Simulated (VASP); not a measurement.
# SrTiO3 (Tausonite) (Pm-3m) in VASP: further runs

One crystal, SrTiO3 (Tausonite), is run at these levels: PBEsol, LDA; tasks: relaxation of cell and atoms.

Everything below comes from runs of VASP 6.6.1. Logs are shortened: lines on timing, memory, paths and dates and some standing lists are left out, and cuts for length are marked.

## 1. The crystal as given

Symmetry: Pm-3m, No. 221, cubic system. Conventional cell: a = 3.905 Å, b = 3.905 Å, c = 3.905 Å, α = 90.00°, β = 90.00°, γ = 90.00°. Sr (site symmetry m-3m) is surrounded by 12 O at 2.76 Å. Ti (site symmetry m-3m) has 6 O at 1.95 Å as nearest neighbours. O (site symmetry 4/mmm) has 2 Ti at 1.95 Å as nearest neighbours.

## 2. Relaxation of cell and atoms, PBEsol

The input, INCAR:

```
PREC = Accurate
ENCUT = 600
EDIFF = 1E-6
ISMEAR = 0
SIGMA = 0.03
LREAL = False
LASPH = True
NELM = 80
ALGO = Normal
ISIF = 3
LWAVE = False
LCHARG = False
GGA = PS
IBRION = 2
NSW = 90
EDIFFG = -0.01
KPAR = 4
```

The input, KPOINTS:

```
Automatic mesh
0
Gamma
  8 8 8
```

The input, POSCAR:

```
SrTiO3
1.0
    3.9052800000      0.0000000000      0.0000000000
    0.0000000000      3.9052800000      0.0000000000
    0.0000000000      0.0000000000      3.9052800000
Sr Ti O
1 1 3
Direct
    0.5000000000      0.5000000000      0.5000000000
    0.0000000000      0.0000000000      0.0000000000
    0.5000000000      0.0000000000      0.0000000000
    0.0000000000      0.5000000000      0.0000000000
    0.0000000000      0.0000000000      0.5000000000
```

Potentials or basis: VASP PAW PBE potentials, release 64 (Sr_sv, Ti_sv, O).

Started as:

```
$ cat potpaw_PBE.64/Sr_sv/POTCAR potpaw_PBE.64/Ti_sv/POTCAR potpaw_PBE.64/O/POTCAR > POTCAR
$ mpirun -np 4 vasp_std > vasp.out
```

OUTCAR:

```text
PREC = Accurate
   ENCUT = 600
   EDIFF = 1E-6
   ISMEAR = 0
   LREAL = False
   LASPH = True
   NELM = 80
   ISIF = 3
   GGA = PS
   IBRION = 2
   NSW = 90
   EDIFFG = -0.01

 ion  position               nearest neighbor table
   1  0.500  0.500  0.500-   3 2.76   4 2.76   5 2.76   3 2.76   4 2.76   3 2.76   5 2.76   3 2.76
                             4 2.76   5 2.76   4 2.76   5 2.76   2 3.38   2 3.38   2 3.38   2 3.38
   2  0.000  0.000  0.000-   3 1.95   4 1.95   5 1.95   5 1.95   4 1.95   3 1.95   1 3.38   1 3.38
                             1 3.38   1 3.38   1 3.38   1 3.38   1 3.38   1 3.38
   3  0.500  0.000  0.000-   2 1.95   2 1.95   1 2.76   1 2.76   1 2.76   1 2.76
   4  0.000  0.500  0.000-   2 1.95   2 1.95   1 2.76   1 2.76   1 2.76   1 2.76
   5  0.000  0.000  0.500-   2 1.95   2 1.95   1 2.76   1 2.76   1 2.76   1 2.76

  LATTYP: Found a simple cubic cell.
 ALAT       =     3.9052800000

  Lattice vectors:

 A1 = (   3.9052800000,   0.0000000000,   0.0000000000)
 A2 = (   0.0000000000,   3.9052800000,   0.0000000000)
 A3 = (   0.0000000000,   0.0000000000,   3.9052800000)

Analysis of symmetry for initial positions (statically):
=====================================================================
 Subroutine PRICEL returns:
 Original cell was already a primitive cell.

 Routine SETGRP: Setting up the symmetry group for a
 simple cubic supercell.

 Subroutine GETGRP returns: Found 48 space group operations
 (whereof 48 operations were pure point group operations)
 out of a pool of 48 trial point group operations.

The static configuration has the point symmetry O_h .

Analysis of symmetry for dynamics (positions and initial velocities):
=====================================================================
 Subroutine PRICEL returns:
 Original cell was already a primitive cell.

 Routine SETGRP: Setting up the symmetry group for a
 simple cubic supercell.

 Subroutine GETGRP returns: Found 48 space group operations
 (whereof 48 operations were pure point group operations)
 out of a pool of 48 trial point group operations.

The dynamic configuration has the point symmetry O_h .

 Subroutine INISYM returns: Found 48 space group operations
 (whereof 48 operations are pure point group operations),
 and found     1 'primitive' translations

----------------------------------------------------------------------------------------

                                     Primitive cell

  volume of cell :      59.5603

  direct lattice vectors                    reciprocal lattice vectors
     3.905280000  0.000000000  0.000000000     0.256063586  0.000000000  0.000000000
     0.000000000  3.905280000  0.000000000     0.000000000  0.256063586  0.000000000
     0.000000000  0.000000000  3.905280000     0.000000000  0.000000000  0.256063586

  length of vectors
     3.905280000  3.905280000  3.905280000     0.256063586  0.256063586  0.256063586

  position of ions in fractional coordinates (direct lattice)
     0.500000000  0.500000000  0.500000000
     0.000000000  0.000000000  0.000000000
     0.500000000  0.000000000  0.000000000
     0.000000000  0.500000000  0.000000000
     0.000000000  0.000000000  0.500000000

  ion indices of the primitive-cell ions
   primitive index   ion index
                 1           1
                 2           2
                 3           3
                 4           4
                 5           5

----------------------------------------------------------------------------------------

 KPOINTS: Automatic mesh

Automatic generation of k-mesh.
 Grid dimensions read from file:
 generate k-points for:    8    8    8

 Generating k-lattice:

  Cartesian coordinates                     Fractional coordinates (reciprocal lattice)
     0.032007948  0.000000000  0.000000000     0.125000000  0.000000000  0.000000000
     0.000000000  0.032007948  0.000000000     0.000000000  0.125000000  0.000000000
     0.000000000  0.000000000  0.032007948     0.000000000  0.000000000  0.125000000

  Length of vectors
     0.032007948  0.032007948  0.032007948

  Shift w.r.t. Gamma in fractional coordinates (k-lattice)
     0.000000000  0.000000000  0.000000000

 Subroutine IBZKPT returns following result:
 ===========================================

 Found     35 irreducible k-points:

 Following reciprocal coordinates:
            Coordinates               Weight
  0.000000  0.000000  0.000000      1.000000
  0.125000  0.000000  0.000000      6.000000
  0.250000  0.000000  0.000000      6.000000
  0.375000  0.000000  0.000000      6.000000
  0.500000  0.000000  0.000000      3.000000
  0.125000  0.125000  0.000000     12.000000
[... 16 lines left out ...]
  0.375000  0.375000  0.125000     24.000000
  0.500000  0.375000  0.125000     24.000000
 [... further k-points ...]
   k-points           NKPTS =     35   k-points in BZ     NKDIM =     35   number of bands    NBANDS=     24
   number of dos      NEDOS =    301   number of ions     NIONS =      5
   total plane-waves  NPLWV =  32768
   dimension x,y,z NGX =    32 NGY =   32 NGZ =   32
   dimension x,y,z NGXF=    64 NGYF=   64 NGZF=   64
   ions per type =               1   1   3
   NGX,Y,Z   is equivalent  to a cutoff of  13.62, 13.62, 13.62 a.u.
   NGXF,Y,Z  is equivalent  to a cutoff of  27.24, 27.24, 27.24 a.u.
 SYSTEM =  unknown system
   PREC   = accura    normal or accurate (medium, high low for compatibility)
   ISTART =      0    job   : 0-new  1-cont  2-samecut
   ICHARG =      2    charge: 1-file 2-atom 10-const
   ISPIN  =      1    spin polarized calculation?
   LNONCOLLINEAR =      F non collinear calculations
   LSORBIT =      F    spin-orbit coupling
   LASPH  =      T    aspherical Exc in radial PAW
   ENCUT  =  600.0 eV  44.10 Ry    6.64 a.u.   7.80  7.80  7.80*2*pi/ulx,y,z
   NELM   =     80;   NELMIN=  2; NELMDL= -5     # of ELM steps
   EDIFF  = 0.1E-05   stopping-criterion for ELM
   LREAL  =      F    real-space projection
   EDIFFG = -.1E-01   stopping-criterion for IOM
   NSW    =     90    number of steps for IOM
   IBRION =      2    ionic relax: 0-MD 1-quasi-New 2-CG
   NFREE  =      1    steps in history (QN), initial steepest desc. (CG)
   ISIF   =      3    stress and relaxation
   ISYM   =      2    0-nonsym 1-usesym 2-fastsym
   POTIM  = 0.5000    time-step for ionic-motion
   TEBEG  =    0.0;   TEEND  =   0.0 temperature during run
   PSTRESS=    0.0 pullay stress
   NELECT =      40.0000    total number of electrons
   NUPDOWN=      -1.0000    fix difference up-down
   EMIN   =  10.00;   EMAX   =-10.00  energy-range for DOS
   EFERMI =   0.00;   METHOD = LEGACY
   ISMEAR =     0;   SIGMA  =   0.03  broadening in eV -4-tet -1-fermi 0-gaus
   EFERMI_NEDOS =   21; number of points for ismear=-14 and -15
   IALGO  =     38    algorithm
   IMIX   =      4    mixing-type and parameters
     AMIX     =   0.40;   BMIX     =  1.00
     AMIX_MAG =   1.60;   BMIX_MAG =  1.00
  volume/ion in A,a.u.               =      11.91        80.39
  Fermi-wavevector in a.u.,A,eV,Ry     =   1.433648  2.709203 27.964703  2.055348
  Thomas-Fermi vector in A             =   2.553143
   LORBIT       =      0    0 simple, 1 ext, 2 COOP (PROOUT), +10 PAW based schemes
   GGA     = PS    functional components
   LHFCALC =     F    Hartree Fock is set to
   AEXX    =    0.0000 exact exchange contribution
   IVDW    =     0    specifies the selected vdW correction
   LEPSILON=     F    determine dielectric tensor
   LRPA    =     F    only Hartree local field effects (RPA)
 conjugate gradient relaxation of ions
 non-spin polarized calculation
 Gauss-broadening in eV      SIGMA  =   0.03
  energy-cutoff  :      600.00
  volume of cell :       59.56
 maximum number of plane-waves:      2008
 NGX is ok and might be reduce to    32
   NGX = 15   NGY = 15   NGZ = 15

--------------------------------------- Ionic step        1  -------------------------------------------

 number of electron      39.9999979 magnetization

 Free energy of the ion-electron system (eV)
  ---------------------------------------------------
  ext. energy  EPLUGINS =         0.00000000
  ---------------------------------------------------
  free energy    TOTEN  =       -42.02103690 eV

  energy without entropy =      -42.02103690  energy(sigma->0) =      -42.02103690

------------------------ aborting loop because EDIFF is reached ----------------------------------------

  FORCE on cell =-STRESS in cart. coord.  units (eV):
  Direction    XX          YY          ZZ          XY          YZ          ZX
  --------------------------------------------------------------------------------------
  -------------------------------------------------------------------------------------
  Total       -0.5652723     -0.5652723     -0.5652723      0.0000000      0.0000000     -0.0000000
  in kB      -15.2058871    -15.2058871    -15.2058871      0.0000000      0.0000000     -0.0000000
  external PRESSURE =     -15.2058871 kB  Pullay stress =       0.0000000 kB
[... 63 lines left out ...]
  energy  without entropy=      -42.0209644681  energy(sigma->0) =      -42.02096447

--------------------------------------- Ionic step        3  -------------------------------------------

 number of electron      39.9999982 magnetization

 Free energy of the ion-electron system (eV)
  ---------------------------------------------------
  ext. energy  EPLUGINS =         0.00000000
  ---------------------------------------------------
  free energy    TOTEN  =       -42.02328934 eV

  energy without entropy =      -42.02328934  energy(sigma->0) =      -42.02328934

 E-fermi :   4.2731     XC(G=0): -11.5816

 val. band max:        4.0886735533   @ k =   0.5000   0.5000   0.5000
 cond. band min:       5.9045215555   @ k =   0.0000   0.0000   0.0000
 fundamental gap:      1.8158480023
 Fermi energy:         4.2730660924

 k-point     1 :       0.0000    0.0000    0.0000
  band No.  band energies     occupation
      1     -52.0790      2.00000
      2     -28.5313      2.00000
      3     -28.4467      2.00000
      4     -28.4467      2.00000
      5     -28.4467      2.00000
      6     -13.2996      2.00000
[... 637 lines left out ...]
     23       8.2736      0.00000
     24       9.9450      0.00000

 [... further k-points ...]

------------------------ aborting loop because EDIFF is reached ----------------------------------------

  FORCE on cell =-STRESS in cart. coord.  units (eV):
  Direction    XX          YY          ZZ          XY          YZ          ZX
  --------------------------------------------------------------------------------------
  -------------------------------------------------------------------------------------
  Total       -0.0033623     -0.0033623     -0.0033623      0.0000000     -0.0000000      0.0000000
  in kB       -0.0911812     -0.0911812     -0.0911812      0.0000000     -0.0000000      0.0000000
  external PRESSURE =      -0.0911812 kB  Pullay stress =       0.0000000 kB
[... 20 lines left out ...]
  FREE ENERGIE OF THE ION-ELECTRON SYSTEM (eV)
  ---------------------------------------------------
  free  energy   TOTEN  =       -42.0232893433 eV

  energy  without entropy=      -42.0232893433  energy(sigma->0) =      -42.02328934

 reached required accuracy - stopping structural energy minimisation
```

Wall time 22 s (4 MPI ranks of AMD EPYC 9R45 (Zen 5), shared host); peak memory 0.22 GiB.

What came out:

| Quantity | Value |
| --- | --- |
| Free energy | -42.0233 eV |
| Relaxed volume | 11.82 Å³/atom |
| Relaxed cell | a = 3.895 Å, b = 3.895 Å, c = 3.895 Å, α = 90.00°, β = 90.00°, γ = 90.00° |
| Space group after relaxing (to 0.05 Å) | Pm-3m (No. 221) |
| Energy gained by relaxing | 0.5 meV/atom |
| Ionic steps | 3 |
| Pressure after relaxing | 0.0 GPa |
| Band gap on the k mesh | 1.82 eV, indirect (least direct gap 2.17 eV) |

Step by step:
| step | energy change (eV) | largest force (eV/Å) | pressure (GPa) | volume (Å³) |
| --- | --- | --- | --- | --- |
| 1 | 0.0000 | 0.0000 | -1.52 | 59.56 |
| 2 | 0.0001 | 0.0000 | 1.55 | 58.59 |
| 3 | -0.0023 | 0.0000 | -0.01 | 59.08 |

Final structure:
```
Sr Ti O
1.0
     3.89475    0.00000    0.00000
     0.00000    3.89475    0.00000
     0.00000    0.00000    3.89475
Sr Ti O
1 1 3
Direct
  0.50000 0.50000 0.50000
  0.00000 0.00000 0.00000
  0.50000 0.00000 0.00000
  0.00000 0.50000 0.00000
  0.00000 0.00000 0.50000
```

Caveat: the PAW data sets were made with another functional, which shifts forces and pressure a little. PBEsol gaps usually lie below the measured ones, often by a third to a half.

[end of part 1 of 3]
